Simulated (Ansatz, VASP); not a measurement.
# Cross-check of YSi2Ni2 between VASP and Ansatz, part 2 of 3

Wanted: the spread between two codes on one cell, functional and k mesh.

VASP 6.6.1 and Ansatz 0.2.0.

So far. Step 2 (Ansatz: single point, LDA): The run ends at a pressure of -7.51 GPa, with forces up to 0.063 eV/Å.

## Step 3: VASP: single point, LDA

Level of this step: LDA, spin-polarised from an antiferromagnetic start; plane waves and PAW (Y_sv, Si, Ni) (VASP).

The same cell, functional (in two slightly different forms), mesh and smearing now go to VASP, with its own data sets and cutoff.

Lines of VASP's logs that name or quote its potential files are left out, and so is its time.

The input, INCAR:

```
SYSTEM = YSi2Ni2
PREC = Accurate
ENCUT = 400
EDIFF = 1E-06
NELM = 100
ISMEAR = -1
SIGMA = 0.05
LREAL = .FALSE.
ALGO = Normal
GGA = CA
NBANDS = 54
ISPIN = 2
MAGMOM = 0 0 0 0 0 0 1 -1 1 -1
LASPH = .TRUE.
LMAXMIX = 4
LORBIT = 11
LWAVE = .FALSE.
LCHARG = .FALSE.
KPAR = 8
ISIF = 2
```

The input, POSCAR:

```
YSi2Ni2
1.0
   -3.9590000000      3.9590000000      9.5500000000
    0.0000000000      0.0000000000      9.5500000000
    0.0000000000      3.9590000000      0.0000000000
Y Si Ni
2 4 4
Direct
    0.0000000000      0.0000000000      0.0000000000
    0.5000000000      0.0000000000      0.0000000000
    0.0000000000      0.3700000000      0.0000000000
    0.5000000000      0.3700000000      0.0000000000
    0.0000000000      0.6300000000      0.0000000000
    0.5000000000      0.6300000000      0.0000000000
    0.0000000000      0.2500000000      0.5000000000
    0.5000000000      0.2500000000      0.5000000000
    0.5000000000      0.7500000000      0.5000000000
    0.0000000000      0.7500000000      0.5000000000
```

The input, KPOINTS:

```
Automatic mesh
0
Gamma
8 8 8
0 0 0
```

The projector-augmented-wave data sets are Y_sv, Si and Ni (PBE family, release 64).

Run with:

```sh
$ mpirun -np 8 vasp_std
```

Numbers of over 12 decimals in the logs are rounded to 6 here.

Log:

```text
[banner, memory and clock lines left out]
running    8 mpi-ranks, on    1 nodes
 distrk:  each k-point on    1 cores,    8 groups
 distr:  one band on    1 cores,    1 groups

 POSCAR found type information on POSCAR Y SiNi
 POSCAR found :  3 types and      10 ions
|                                                                             |
|           W    W    AA    RRRRR   N    N  II  N    N   GGGG   !!!           |
|           W    W   A  A   R    R  NN   N  II  NN   N  G    G  !!!           |
|           W    W  A    A  R    R  N N  N  II  N N  N  G       !!!           |
|           W WW W  AAAAAA  RRRRR   N  N N  II  N  N N  G  GGG   !            |
|           WW  WW  A    A  R   R   N   NN  II  N   NN  G    G                |
|           W    W  A    A  R    R  N    N  II  N    N   GGGG   !!!           |
|                                                                             |
|     For optimal performance we recommend to set                             |
|       NCORE = 2 up to number-of-cores-per-socket                            |
|     NCORE specifies how many cores store one orbital (NPAR=cpu/NCORE).      |
|     This setting can greatly improve the performance of VASP for DFT.       |
|     The default, NCORE=1 might be grossly inefficient on modern             |
|     multi-core architectures or massively parallel machines. Do your        |
|     Unfortunately you need to use the default for GW and RPA                |
|     calculations (for HF NCORE is supported but not extensively tested      |
|     yet).                                                                   |
|                                                                             |

|                                                                             |
|               ----> ADVICE to this user running VASP <----                  |
|                                                                             |
|     You enforced a specific xc type in the INCAR file but a different       |
|     [... a line on the potential file left out ...]
|     I HOPE YOU KNOW WHAT YOU ARE DOING!                                     |
|                                                                             |

 LDA part: xc-table for (Slater(with rela. corr.)+CA(PZ))
 , standard interpolation
 POSCAR, INCAR and KPOINTS ok, starting setup
 FFT: planning ... GRIDC
 FFT: planning ... GRID_SOFT
 FFT: planning ... GRID
 WAVECAR not read
 entering main loop
       N       E                     dE             d eps       ncg     rms          rms(c)
DAV:   1     0.523033305380E+03    0.52303E+03   -0.28236E+04 16200   0.131E+03
DAV:   2    -0.285151254287E+02   -0.55155E+03   -0.52512E+03 16332   0.352E+02
DAV:   3    -0.787480292563E+02   -0.50233E+02   -0.47518E+02 19666   0.114E+02
DAV:   4    -0.823920177692E+02   -0.36440E+01   -0.36029E+01 26922   0.240E+01
DAV:   5    -0.825355328668E+02   -0.14352E+00   -0.14331E+00 24108   0.413E+00    0.555E+01
DAV:   6    -0.996012644052E+02   -0.17066E+02   -0.19528E+02 19326   0.157E+02    0.501E+01
DAV:   7    -0.726313036698E+02    0.26970E+02   -0.86348E+01 22516   0.111E+02    0.212E+01
DAV:   8    -0.760761222689E+02   -0.34448E+01   -0.20524E+01 24976   0.288E+01    0.253E+01
DAV:   9    -0.732316264850E+02    0.28445E+01   -0.13114E+01 21700   0.386E+01    0.945E+00
DAV:  10    -0.733855175137E+02   -0.15389E+00   -0.92690E-01 20302   0.671E+00    0.621E+00
DAV:  11    -0.733550607130E+02    0.30457E-01   -0.17948E-01 23146   0.518E+00    0.321E+00
DAV:  12    -0.733525054419E+02    0.25553E-02   -0.35428E-02 23204   0.965E-01    0.159E+00
DAV:  13    -0.733465575343E+02    0.59479E-02   -0.65520E-03 25980   0.824E-01    0.603E-01
DAV:  14    -0.733473107622E+02   -0.75323E-03   -0.24669E-03 23346   0.398E-01    0.442E-01
DAV:  15    -0.733465046157E+02    0.80615E-03   -0.75474E-04 23590   0.297E-01    0.232E-01
DAV:  16    -0.733462637428E+02    0.24087E-03   -0.50742E-04 24630   0.193E-01    0.773E-02
DAV:  17    -0.733462491096E+02    0.14633E-04   -0.13736E-04 23824   0.950E-02    0.262E-02
DAV:  18    -0.733462575468E+02   -0.84372E-05   -0.18126E-05 23782   0.389E-02    0.377E-02
DAV:  19    -0.733462509102E+02    0.66366E-05   -0.94539E-06 20406   0.329E-02    0.211E-02
DAV:  20    -0.733462503045E+02    0.60572E-06   -0.11555E-06 10106   0.676E-03
   1 F= -.73346250E+02 E0= -.73318073E+02  d E =-.563555E-01  mag=     0.0000
```

OUTCAR, selected parts (step 3):

```text
ion  position               nearest neighbor table
   1  0.000  0.000  0.000-   6 3.06   6 3.06   4 3.06   4 3.06   6 3.06   6 3.06   4 3.06   4 3.06
                             7 3.10   8 3.10   7 3.10   9 3.10   9 3.10  10 3.10  10 3.10   8 3.10
   2  0.500  0.000  0.000-   5 3.06   5 3.06   3 3.06   3 3.06   5 3.06   5 3.06   3 3.06   3 3.06
                             8 3.10   7 3.10   8 3.10   9 3.10  10 3.10  10 3.10   9 3.10   7 3.10
   3  0.000  0.370  0.000-   7 2.29   7 2.29   9 2.29   9 2.29   5 2.48   2 3.06   2 3.06   2 3.06
                             2 3.06   1 3.53
   4  0.500  0.370  0.000-   8 2.29   8 2.29  10 2.29  10 2.29   6 2.48   1 3.06   1 3.06   1 3.06
                             1 3.06   2 3.53
   5  0.000  0.630  0.000-  10 2.29   8 2.29  10 2.29   8 2.29   3 2.48   2 3.06   2 3.06   2 3.06
                             2 3.06   1 3.53
   6  0.500  0.630  0.000-   9 2.29   7 2.29   9 2.29   7 2.29   4 2.48   1 3.06   1 3.06   1 3.06
                             1 3.06   2 3.53
   7  0.000  0.250  0.500-   3 2.29   3 2.29   6 2.29   6 2.29   9 2.80   9 2.80   9 2.80   9 2.80
                             2 3.10   1 3.10   2 3.10   1 3.10
   8  0.500  0.250  0.500-   4 2.29   4 2.29   5 2.29   5 2.29  10 2.80  10 2.80  10 2.80  10 2.80
                             1 3.10   1 3.10   2 3.10   2 3.10
   9  0.500  0.750  0.500-   6 2.29   3 2.29   6 2.29   3 2.29   7 2.80   7 2.80   7 2.80   7 2.80
                             2 3.10   1 3.10   1 3.10   2 3.10
  10  0.000  0.750  0.500-   5 2.29   4 2.29   5 2.29   4 2.29   8 2.80   8 2.80   8 2.80   8 2.80
                             1 3.10   2 3.10   2 3.10   1 3.10

  LATTYP: Found a simple tetragonal cell.
 ALAT       =     3.9590000000
 C/A-ratio  =     2.4122253094

 Subroutine GETGRP returns: Found 16 space group operations
 (whereof 16 operations were pure point group operations)

The static configuration has the point symmetry D_4h.

 Found     75 irreducible k-points:

   k-points           NKPTS =     75   k-points in BZ     NKDIM =     75   number of bands    NBANDS=     54

   dimension x,y,z NGX =    72 NGY =   64 NGZ =   28
   dimension x,y,z NGXF=   144 NGYF=  128 NGZF=   56

   ENCUT  =  400.0 eV  29.40 Ry    5.42 a.u.  18.05 15.57  6.46*2*pi/ulx,y,z

   NELECT =      78.0000    total number of electrons

 k-points in reciprocal lattice and weights: Automatic mesh
   0.00000000  0.00000000  0.00000000       0.002
   0.12500000  0.00000000  0.00000000       0.008
   0.25000000  0.00000000  0.00000000       0.008
   0.37500000  0.00000000  0.00000000       0.008
   0.50000000  0.00000000  0.00000000       0.004
  -0.00000000  0.12500000  0.00000000       0.016
   0.12500000  0.12500000  0.00000000       0.004
   0.37500000  0.12500000  0.00000000       0.016
   0.50000000  0.12500000  0.00000000       0.016
[...]
0.37500000  0.37500000  0.50000000       0.004
   0.50000000  0.50000000  0.50000000       0.002

 average (electrostatic) potential at core
       1 -32.1374       2 -32.1374       3 -80.8017       4 -80.8017       5 -80.8017
       6 -80.8017       7 -83.2961       8 -83.2961       9 -83.2961      10 -83.2961

 E-fermi :   7.5247

 spin component 1
 k-point     1 :       0.0000    0.0000    0.0000
  band No.  band energies     occupation
    ...
     34       6.6452      1.00000
     35       6.6452      1.00000
     36       6.6498      1.00000
     37       6.6502      1.00000
     38       7.0867      0.99984
     39       7.9722      0.00013
     40       8.0086      0.00006
     41       9.5103      0.00000
     42       9.5103      0.00000
     43      10.4031      0.00000
    ...

 k-point     2 :       0.1250    0.0000    0.0000
  band No.  band energies     occupation
    ...
     34       6.1776      1.00000
     35       6.2568      1.00000
     36       6.9717      0.99998
     37       6.9818      0.99998
     38       7.0636      0.99990
     39       8.1396      0.00000
     40       8.4832      0.00000
     41       8.8731      0.00000
     42       9.3906      0.00000
     43       9.8091      0.00000
    ...

 k-point     3 :       0.2500    0.0000    0.0000
  band No.  band energies     occupation
    ...
     33       5.8798      1.00000
     34       5.9291      1.00000
     35       6.1001      1.00000
     36       6.7818      1.00000
     37       7.3143      0.98536
     38       7.5829      0.23813
     39       8.1516      0.00000
     40       8.4289      0.00000
     41       8.7936      0.00000
     42       8.8064      0.00000
    ...

 k-point     4 :       0.3750    0.0000    0.0000
  band No.  band energies     occupation
    ...
     33       5.6098      1.00000
     34       5.6442      1.00000
     35       6.5421      1.00000
     36       6.8262      1.00000
     37       7.3719      0.95502
     38       7.6780      0.04451
     39       7.7010      0.02859
     40       7.9011      0.00054
     41       8.3386      0.00000
     42       9.4143      0.00000
    ...

 k-point     5 :       0.5000    0.0000    0.0000
  band No.  band energies     occupation
    ...
     36       7.1075      0.99976
     37       7.1478      0.99947
     38       7.1478      0.99947
     39       7.4425      0.83813
     40       7.4425      0.83813
     41       9.2332      0.00000
     42       9.2332      0.00000
     43      10.2920      0.00000
     44      10.2920      0.00000
     45      10.7089      0.00000
    ...

 k-point     6 :      -0.0000    0.1250    0.0000
  band No.  band energies     occupation
    ...
     34       6.1692      1.00000
     35       6.2494      1.00000
     36       6.9819      0.99998
     37       7.0398      0.99994
     38       7.0573      0.99991
     39       8.0309      0.00004
     40       8.3598      0.00000
     41       8.9100      0.00000
     42       9.4018      0.00000
     43       9.8307      0.00000
    ...

  Total       -6.4178346     -6.4178346     -7.1497622      0.0000000      0.0000000      0.0000000
  in kB      -68.6949366    -68.6949366    -76.5293112      0.0000000      0.0000000      0.0000000
  external PRESSURE =     -71.3063948 kB  Pullay stress =       0.0000000 kB

  energy-cutoff  :      400.00
  volume of cell :      149.68
      direct lattice vectors                 reciprocal lattice vectors
    -3.959000000  3.959000000  9.550000000    -0.252589038  0.000000000  0.000000000
     0.000000000  0.000000000  9.550000000     0.252589038  0.000000000  0.104712042
     0.000000000  3.959000000  0.000000000     0.252589038  0.252589038  0.000000000

 POSITION                                       TOTAL-FORCE (eV/Angst)
 -----------------------------------------------------------------------------------
      0.00000      0.00000      0.00000         0.000000      0.000000     -0.000000
     -1.97950      1.97950      4.77500         0.000000      0.000000     -0.000000
      0.00000      0.00000      3.53350        -0.000000     -0.000000      0.110419
     -1.97950      1.97950      8.30850        -0.000000     -0.000000      0.110419
      0.00000      0.00000      6.01650         0.000000      0.000000     -0.110419
     -1.97950      1.97950     10.79150         0.000000      0.000000     -0.110419
      0.00000      1.97950      2.38750        -0.000000      0.000000     -0.000000
     -1.97950      3.95900      7.16250         0.000000      0.000000     -0.000000
     -1.97950      3.95900     11.93750         0.000000     -0.000000      0.000000
      0.00000      1.97950      7.16250         0.000000      0.000000      0.000000
 -----------------------------------------------------------------------------------
    total drift:                               -0.000000      0.000000      0.000000

  FREE ENERGIE OF THE ION-ELECTRON SYSTEM (eV)
  ---------------------------------------------------
  free  energy   TOTEN  =       -73.3462503045 eV

  energy  without entropy=      -73.2898948062  energy(sigma->0) =      -73.31807256

 total charge
# of ion       s       p       d       f       tot
--------------------------------------------------
    1        2.170   6.378   1.043   0.041   9.632
    2        2.170   6.378   1.043   0.041   9.632
    3        0.751   0.915   0.000   0.000   1.667
    4        0.751   0.915   0.000   0.000   1.667
    5        0.751   0.915   0.000   0.000   1.667
    6        0.751   0.915   0.000   0.000   1.667
    7        0.505   0.578   8.455   0.000   9.538
    8        0.505   0.578   8.455   0.000   9.538
    9        0.505   0.578   8.455   0.000   9.538
   10        0.505   0.578   8.455   0.000   9.538
--------------------------------------------------
tot          9.365  18.729  35.908   0.082  64.084

 magnetization (x)
# of ion       s       p       d       f       tot
--------------------------------------------------
    1        0.000   0.000   0.000   0.000   0.000
    2        0.000   0.000   0.000   0.000   0.000
    3        0.000   0.000   0.000   0.000   0.000
    4       -0.000  -0.000   0.000   0.000  -0.000
    5       -0.000  -0.000   0.000   0.000  -0.000
    6        0.000   0.000   0.000   0.000   0.000
    7        0.000   0.000   0.000   0.000   0.000
    8       -0.000  -0.000  -0.000   0.000  -0.000
    9        0.000   0.000   0.000   0.000   0.000
   10       -0.000  -0.000  -0.000   0.000  -0.000
--------------------------------------------------
tot          0.000   0.000   0.000   0.000   0.000

[... 1 further part left out ...]
```

The moments of VASP's start collapse, so its state is non-magnetic. The PAW data sets were made with PBE, though LDA sets exist; this is a small mismatch. At this level the cell is under a tension of 7.1 GPa, so at these settings it is away from equilibrium.

## Step 4: Comparison

Known differences besides the potentials themselves: the two LDA forms differ slightly; the data sets hold 110 valence electrons in Ansatz (default PAW (the set named soft_2) files) and 78 in VASP; the cutoff is 420 eV in Ansatz and 400 eV in VASP; Ansatz makes its cores anew for this functional, VASP keeps those of its PBE data sets; VASP's log shows a relativistic correction to its local exchange, Ansatz's none. Total energies have different zeros and are not compared.

Both answers:

```tsv
quantity	Ansatz	VASP	difference
pressure (GPa)	-7.51	-7.13	-0.38
pressure without Ansatz's Pulay correction (GPa)	-7.57	-7.13	-0.44
```

Forces (eV/Å; atoms numbered as in POSCAR):

```tsv
atom	Ansatz x, y, z	VASP x, y, z
Y1	0.000, 0.000, 0.000	0.000, 0.000, 0.000
Y2	0.000, 0.000, 0.000	0.000, 0.000, 0.000
Si3	0.000, 0.000, 0.063	0.000, 0.000, 0.110
Si4	0.000, 0.000, 0.063	0.000, 0.000, 0.110
Si5	0.000, 0.000, -0.063	0.000, 0.000, -0.110
Si6	0.000, 0.000, -0.063	0.000, 0.000, -0.110
Ni7	0.000, 0.000, 0.000	0.000, 0.000, 0.000
Ni8	0.000, 0.000, 0.000	0.000, 0.000, 0.000
Ni9	0.000, 0.000, 0.000	0.000, 0.000, 0.000
Ni10	0.000, 0.000, 0.000	0.000, 0.000, 0.000
```

The forces differ by 17 meV/Å r.m.s., which is 43.1 % of the r.m.s. force of 0.04 eV/Å (both taken over all components). VASP's last cycles still show a density residual of 2e-03, so its state may not be settled. Ansatz's pressure holds a Pulay correction of 0.06 GPa; VASP's holds none.

## Step 5: Other set-ups

Further runs change the set-up of one program: Ansatz's method, potentials or start, or VASP's data sets, cutoff or form of LDA. The table gives Ansatz less VASP for each quantity, since a change that brings one quantity closer may part another.

```tsv
run	r.m.s. force difference (meV/Å)	pressure (GPa)	pressure without Ansatz's Pulay correction (GPa)
as above	17	-0.38	-0.44
cores kept as stored	16	-0.18	-0.26
Ansatz's all-electron LAPW method	18	-0.42	
Ansatz's larger PAW set (cutoff 1080 eV)	18	-0.41	
norm-conserving potentials (cutoff 1333 eV)	18	-0.57
```

(Part 2 of 3 ends here.)

[Lines on the potential files, build, host, timing and source positions are cut from VASP's logs without a mark.]

[Logs are printed without paths, hosts, clocks, repeated set-up lines and the standing remarks that a program may print on its own settings, such as how far it seeks lower states.]

[Hosts, paths, dates, database ids (printed as entryN), source tags and the programs' standing remarks are cut or masked in the printed files.]

[VASP's PBE data sets in a run with another functional are called a small mismatch above; for pressures it isn't always small: they can move by 1 GPa and more.]
